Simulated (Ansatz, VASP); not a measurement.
## One calculation of Hf, two programs

```
Hf
1.0
    -1.80500    1.80500    1.80500
     1.80500   -1.80500    1.80500
     1.80500    1.80500   -1.80500
Hf
1
Direct
  0.00000 0.00000 0.00000
```

Alike in both runs: task electric field gradients; functional PBE; k mesh 16 × 16 × 16; occupations fermi-dirac, width 0.08 eV; no spin polarisation.

|  | VASP | Ansatz |
| --- | --- | --- |
| version | VASP 6.6.1 | Ansatz 0.2.0 |
| potentials or method | VASP PAW PBE potentials, release 64 (Hf_pv), cutoff 520 eV | all-electron PAW with datasets made for the crystal, scalar-relativistic |

|  | VASP | Ansatz | Ansatz less VASP |
| --- | --- | --- | --- |
| pressure (GPa) | -5.1 | -4.8 | +0.36 |
| Vzz of the field gradient on the site that differs most (V/Å²) | 0.0 | 0.0 | 0.00 |

Ansatz ran all-electron here, so the differences hold the error of VASP's frozen core and of both bases. Ansatz warned: «gradients_without_spin_orbit».

Spin-orbit coupling is left out, which matters for the levels of Hf.
